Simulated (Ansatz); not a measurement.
**ScAl$_{3}$ under pressure: fit and missing row**

ScAl$_{3}$, Pm-3m, a = 4.086 Å. The structure is a Materials Project entry; whether it is the stable form wasn't checked. Ansatz: r2SCAN, PAW, 500 eV, Γ-centred 10×10×10 mesh on 4 atoms, Gaussian smearing 0.10 eV; no spin polarisation. Cell and atoms are relaxed at each pressure, and no other structure is tried, so the rows at high pressure may lie past a change of phase.

| V (Å³/atom) | P (GPa) |
| --- | --- |
| ? | 60.00 |
| 13.812 | 30.00 |
| 15.058 | 15.00 |
| 15.840 | 8.00 |
| 16.544 | 3.00 |
| 17.049 | 0.00 |
| 17.643 | -3.00 |

Take V0 = 17.049 Å³/atom, fit the third-order Birch–Murnaghan form to the other rows, and predict the missing volume.

With the Eulerian strain f = ½[(V0/V)^(2/3) − 1] and y = P/[3f(1 + 2f)^(5/2)], the form is the line y = B0 + 1.5 B0 (B0′ − 4) f. Rows (f, y): 0.07535, 93.4; 0.04316, 94.2; 0.02513, 93.9; 0.01012, 94.0; -0.01129, 93.8. Means f = 0.02849, y = 93.860; Σ(Δf)² = 0.004342, ΣΔfΔy = -0.01689; the slope is their ratio. y = 93.97 − 3.889 f GPa, so B0 = 94.0 GPa and B0′ = 4 + 2 × (-3.889)/(3 × 93.97) = 3.97. P = 60.00 GPa is met at f = 0.12330 (y = 93.49), so V = V0 (1 + 2f)^(−3/2) = 12.249 Å³/atom. The run gave 12.209 Å³/atom, so the fit is 0.040 Å³/atom too high, 0.74 % of the span of the series, against an rms of 0.004 Å³/atom on the fitted rows. The row lies outside the fitted range. The points of y bend away from a line: a fourth-order term fitted to them gives P = 59.78 GPa at this row's volume (the line 61.00, the run 60.00).

The mesh isn't the same in all rows (10×10×10, 12×12×12).